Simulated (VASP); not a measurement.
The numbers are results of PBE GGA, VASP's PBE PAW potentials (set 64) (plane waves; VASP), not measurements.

VASP ran on this input.

POSCAR:
```
ZnTe
1
    0.0000000000     3.0500000000     3.0500000000
    3.0500000000     0.0000000000     3.0500000000
    3.0500000000     3.0500000000     0.0000000000
Zn Te
1 1
Direct
  0.0000000000   0.0000000000   0.0000000000
  0.2500000000   0.2500000000   0.2500000000
```

**INCAR**
```
SYSTEM  =  ZnTe
PREC  =  Normal; ENCUT  =  500; LREAL  =  F
LASPH  =  T; NBANDS  =  120
EDIFF  =  1E-8; NELM  =  1; ALGO  =  Exact
ISMEAR  =  0; SIGMA  =  0.01
GGA  =  PE
LWAVE  =  T; LCHARG  =  F
LOPTICS  =  T
```

File KPOINTS:
```
Automatic mesh
0
Gamma
6 6 6
0 0 0
```

POTCAR, in this order: Zn_sv_GW Te_GW (PBE.64 set). Program: vasp_std. Read from the step before: WAVECAR.

Output of the run:

File OSZICAR:
```
       N       E                     dE             d eps       ncg     rms          rms(c)
DIA:   1    -0.519055200475E+01   -0.51906E+01    0.00000E+00     0   0.000E+00
   1 F= -.51905520E+01 E0= -.51905520E+01  d E =0.000000E+00
 imaginary and real dielectric function
```

File OUTCAR:
```


 plasma frequency squared (from intraband transitions) (eV^2)
  --------------------------------------------------------------------------------------
       0.000       0.000       0.000
       0.000       0.000       0.000
       0.000       0.000       0.000

 plasma frequency squared (from interband transitions, int dw w eps(2)(w)) (eV^2)
  --------------------------------------------------------------------------------------
     381.751       0.000       0.000       0.000       0.000       0.000
       0.000      -0.000     381.751       0.000       0.000      -0.000
       0.000      -0.000       0.000       0.000     381.751       0.000
```
(Selected blocks of OUTCAR.)

### OUTCAR
```
 val. band max:        3.9883127497   @ k =   0.0000   0.0000   0.0000

 cond. band min:       5.2326061761   @ k =   0.0000   0.0000   0.0000



 k-point     1 :       0.0000    0.0000    0.0000
  band No.  band energies     occupation
      1    -121.7220      2.00000
      2     -75.9079      2.00000
      3     -75.9077      2.00000
      4     -75.9077      2.00000
      5      -7.8051      2.00000
      6      -2.9099      2.00000
      7      -2.9098      2.00000
      8      -2.9098      2.00000
      9      -2.6768      2.00000
     10      -2.6768      2.00000
     11       3.9883      2.00000
     12       3.9883      2.00000
     13       3.9883      2.00000
     14       5.2326      0.00000
     15       8.3878      0.00000
     16       8.3878      0.00000
     17       8.3879      0.00000
     18      11.2904      0.00000
     19      13.6933      0.00000
     20      13.6933      0.00000
     21      14.5902      0.00000
     22      14.5902      0.00000
     23      14.5902      0.00000
     24      17.4700      0.00000
     25      25.5930      0.00000
     26      25.5930      0.00000
     27      25.5930      0.00000
     28      27.5786      0.00000
     29      27.5786      0.00000
     30      27.5787      0.00000
     31      28.4150      0.00000
     32      28.4151      0.00000
     33      28.4151      0.00000
     34      29.1660      0.00000
     35      29.1660      0.00000
     36      34.2903      0.00000
     37      34.8051      0.00000
     38      34.8051      0.00000
     39      34.8051      0.00000
     40      35.5867      0.00000
     41      38.9880      0.00000
     42      38.9882      0.00000
     43      38.9882      0.00000
     44      40.3420      0.00000
     45      40.3420      0.00000
     46      40.3421      0.00000
     47      40.5090      0.00000
     48      40.5090      0.00000
     49      40.7269      0.00000
     50      40.7269      0.00000
     51      40.7269      0.00000
     52      40.9517      0.00000
...
```

The density is held fixed in this step, so its total energy and stress have no physical meaning. Unless said otherwise, spin-orbit coupling is left out, though it shifts the bands of the heavy elements here.

The compound is ZnTe in the zinc blende structure. The cell was not relaxed at this level.
